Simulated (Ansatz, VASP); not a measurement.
# One calculation of H2CNO (C2H4N2O2), two programs

```
H C N O
1.0
     3.51408    0.00000   -0.01302
     0.00000    6.23920    0.00000
    -3.43261    0.00000    8.29465
H C N O
8 4 4 4
Direct
  0.71033 0.83288 0.90080
  0.28967 0.33288 0.59920
  0.28967 0.16712 0.09920
  0.71033 0.66712 0.40080
  0.98233 0.61957 0.12672
  0.01767 0.11957 0.37328
  0.01767 0.38043 0.87328
  0.98233 0.88043 0.62672
  0.11052 0.78154 0.13752
  0.88948 0.28154 0.36248
  0.88948 0.21846 0.86248
  0.11052 0.71846 0.63752
  0.93620 0.89672 0.00339
  0.06380 0.39672 0.49661
  0.06380 0.10328 0.99661
  0.93620 0.60328 0.50339
  0.38738 0.85006 0.26151
  0.61262 0.35006 0.23849
  0.61262 0.14994 0.73849
  0.38738 0.64994 0.76151
```

Alike in both runs: functional r2SCAN; k mesh 6 × 4 × 4; occupations gaussian, width 0.02 eV; no spin polarisation.

Ansatz relaxed the structure, and its values are those at the end. VASP's run is a single point on that final structure, the one shown.

|  | VASP | Ansatz |
| --- | --- | --- |
| version | VASP 6.6.1 | Ansatz 0.2.0 |
| potentials or method | VASP PAW PBE potentials, release 64 (H, C, N, O) | scalar-relativistic, plane waves, PAW |
| plane-wave cutoff (eV) | 520 | 500 |
| valence electrons in the cell | 68 | 68 |

VASP gave:

| Property | Result |
| --- | --- |
| gap on the k mesh at the Fermi level (eV) | 3.92 |
| least direct gap on the mesh (eV) | 3.92 |
| pressure (GPa) | 0.8 |
| rms of the force components (eV/Å) | 0.180 |

Problem. Estimate Ansatz's values.

Solution. gap on the k mesh at the Fermi level (eV): 3.93; least direct gap on the mesh (eV): 3.93; pressure (GPa): 0.0; rms of the force components (eV/Å): 0.002.

One of these differences is far larger than is usual between the two programs; its cause wasn't traced. The functional is the same, so the differences come from potentials, cutoffs and numerics.

Caveats: the standard files for N, O and F lose accuracy on very short bonds; the PAW data sets were made with another functional, which shifts forces and pressure a little (VASP). A k mesh can miss the band edges. r2SCAN opens gaps a little over a GGA but as a rule still falls short of measured ones.
